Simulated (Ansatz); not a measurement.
**MnS: one input, then a changed one**

The structure comes from a relaxation in the same program, started in the zincblende type, and has space group F-43m. Whether it is a known phase or the ground state wasn't checked.

First run: DFT, PBE, all-electron PAW with datasets made for the crystal, scalar-relativistic (Ansatz 0.2.0).

Command: `ansatz run input.yaml --threads 1 --pin off --max-ram 3072MiB --backend cpu --events-out ev --progress --plain --runs-dir out` The run took 67 s on 1 thread of Arm Neoverse V1, on a shared host.

```yaml
crystal:
  lattice:
    - [0.0, 2.8197098895, 2.8197098895]
    - [2.8197098895, 0.0, 2.8197098895]
    - [2.8197098895, 2.8197098895, 0.0]
  atoms:
    - { symbol: Mn, position: [0.0, 0.0, 0.0], spin: 4.0 }
    - { symbol: S, position: [0.25, 0.25, 0.25] }
magnetization:
  spin_polarized: true
kpoints:
  mp_grid: { grid: [12, 12, 12] }
  band_path:
    path:
      - [0.0, 0.0, 0.0]
      - [-0.5, -0.5, 0.0]
      - [-0.375, -0.375, 0.25]
      - [-0.375, 0.0, 0.375]
      - [0.0, 0.0, 0.0]
      - [0.0, 0.0, 0.5]
      - [-0.5, -0.25, 0.25]
      - [-0.5, -0.5, 0.0]
    npoints: 8
scf:
  occupations: { method: fermi_dirac, width: 0.05 }
hamiltonian:
  xc: pbe
  pseudopotentials: { kind: all_electron, datasets: crystal }
output:
  forces: true
  stress: true
  eigenvalues: true
  efg: { contact_densities: true }
```

Result: converged; pressure 0.04 GPa; moment 4.96 μB; 9 SCF iterations.

A second run of a changed input logged this at its end:

```
Error: inconsistent input (magnetization.spin_polarized): false but per-atom `spin:`, `per_species`, `initial_magnetization`, `magnetic_field`, or `spin_locking` is set
```

Problem. What was wrong with the input?

Solution. A moment without spin polarisation, by this change (others could give a like log):
```diff
@@ -5,8 +5,6 @@
     - [2.8197098895, 2.8197098895, 0.0]
   atoms:
-    - { symbol: Mn, position: [0.0, 0.0, 0.0], spin: 4.0 }
+    - { symbol: Mn, position: [0.0, 0.0, 0.0], spin: 2.0 }
     - { symbol: S, position: [0.25, 0.25, 0.25] }
-magnetization:
-  spin_polarized: true
 kpoints:
   mp_grid: { grid: [12, 12, 12] }
@@ -24,4 +22,5 @@
 scf:
   occupations: { method: fermi_dirac, width: 0.05 }
+  max_iter: 75
 hamiltonian:
   xc: pbe
```
